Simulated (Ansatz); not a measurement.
This script makes relaxations under a series of pressures of Si, space group Fd-3m with Ansatz's Python interface.

Script `si.py`:
```python
"""Volume and enthalpy of Si against pressure."""

import logging
import sys

import ansatz as az
import numpy as np

logging.basicConfig(stream=sys.stdout, format="%(name)s: %(message)s")
logger = logging.getLogger("calc")
logger.setLevel(logging.INFO)

CUTOFF = 420
MESH = (6, 6, 6)
SMEARING = "fixed"
TOLERANCE = 1e-10

def edges_and_angles(cell):
    cell = np.asarray(cell)
    a, b, c = np.linalg.norm(cell, axis=1)
    cosines = cell[1] @ cell[2] / (b * c), cell[0] @ cell[2] / (a * c), cell[0] @ cell[1] / (a * b)
    return (a, b, c, *np.degrees(np.arccos(cosines)))

system = (
    az.Lattice.fcc(5.42712)
    .space_group(227, origin_choice=1)
    .atom("Si", (0.25, 0.25, 0.25))
    .primitive()
)

calc = system.calculation()
calc = calc.functional(az.Functional.PBESOL)
calc = calc.basis(CUTOFF)
calc = calc.kpoints(*MESH)
calc = calc.occupations(SMEARING).scf(tolerance=TOLERANCE)

# H = F + PV, with 1 GPa A^3 = 1/160.21766 eV
rows = []
for pressure in [0, 2, 4, 6, 8]:
    res = calc.relax(cell=True, pressure=pressure).run(threads=1)
    cell = res.lattice.cell_ang
    n_atoms = len(res.lattice.sites)
    volume = abs(np.linalg.det(cell)) / n_atoms
    enthalpy = res.report["free_energy_ev"] / n_atoms + pressure * volume / 160.21766
    rows.append((pressure, volume, enthalpy, *edges_and_angles(cell)))
    logger.info(f"{pressure} GPa done: {volume:.4f} A^3/atom")

logger.info(" P (GPa)  V (A^3/atom)  H (eV/atom)     a       b       c")
for row in rows:
    logger.info("{:8.1f} {:12.4f} {:14.5f} {:7.4f} {:7.4f} {:7.4f}".format(*row[:6]))
p, v = np.array([row[0] for row in rows], float), np.array([row[1] for row in rows])
print("mean bulk modulus between rows (GPa):", np.round(-np.diff(p) / np.diff(np.log(v)), 1))
```

From its runs, with one value withheld:

| P (GPa) | relaxed V (Å³/atom) |
| --- | --- |
| 0 | 20.069 |
| 2 | 19.664 |
| 4 | 19.295 |
| 6 | 18.967 |
| 8 | ? |

What volume does the cell relax to at 8 GPa?

Murnaghan's form V = V0 (1 + B' P / B0)^(-1/B') through the 4 rows shown gives V0 = 20.070 Å³, B0 = 93.0 GPa and B' = 4.58, and so 18.666 Å³ an atom at 8 GPa. The run gave 18.660 Å³, 0.03 % away.

What to keep in mind:
- At a fixed pressure a relaxation lowers the enthalpy F + PV, while F alone can rise.
- Of the deposited cell: the entry's cell lengths or inner coordinates differ somewhat from later room-temperature determinations.
- Symmetry holds the cell in this phase, whether or not it is the stable one at each pressure.
- Processor time in the engine: 6.9 s on 1 thread of Intel(R) Xeon(R) Processor @ 2.30GHz (shared host), peak memory 0.47 GiB.
